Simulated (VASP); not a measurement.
Runs of VASP 6.6.1 on TiO2 (Rutile). It takes space group P4_2/mnm (No. 136, tetragonal). Conventional cell: a = 4.592 Å, b = 4.592 Å, c = 2.957 Å, α = 90.00°, β = 90.00°, γ = 90.00°. Ti (site symmetry mmm) is surrounded by 6 O at 1.95 to 1.98 Å. O (site symmetry m2m) has 3 Ti at 1.95 to 1.98 Å as nearest neighbours. 

```csv
level,potentials or basis,k mesh,grid for exact exchange (PRECFOCK),screening parameter,gap on the mesh (eV),pressure (GPa),largest force (eV/Å)
PBEsol,"VASP PAW PBE potentials, release 64 (Ti_sv, O)",5 × 5 × 8,-,-,1.84,-1.0,0.06
PBE,"VASP PAW PBE potentials, release 64 (Ti_sv, O)",5 × 5 × 8,-,-,1.87,6.1,0.13
LDA,"VASP PAW LDA potentials, release 64 (Ti_sv, O)",5 × 5 × 8,-,-,(a),-6.8,-
HSE06,"VASP PAW PBE potentials, release 64 (Ti_sv, O)",4 × 4 × 6,Fast,0.2 1/A,(b),-2.0,0.06
r2SCAN,"VASP PAW PBE potentials, release 64 (Ti_sv, O)",5 × 5 × 8,-,-,(c),1.5,0.08
```

Alike in all rows: task single point; no spin polarisation; cell as given; cutoff (eV) 520; smearing fermi-dirac 0.02 eV.

Estimate the missing entries.

(a) 1.78; (b) 3.39; (c) 2.24.

Caveats: an odd mesh through Γ misses points on the zone boundary, where band edges often lie (some runs); the PAW data sets were made with another functional, which shifts forces and pressure a little (some runs).

Not every run made on this cell is shown here.
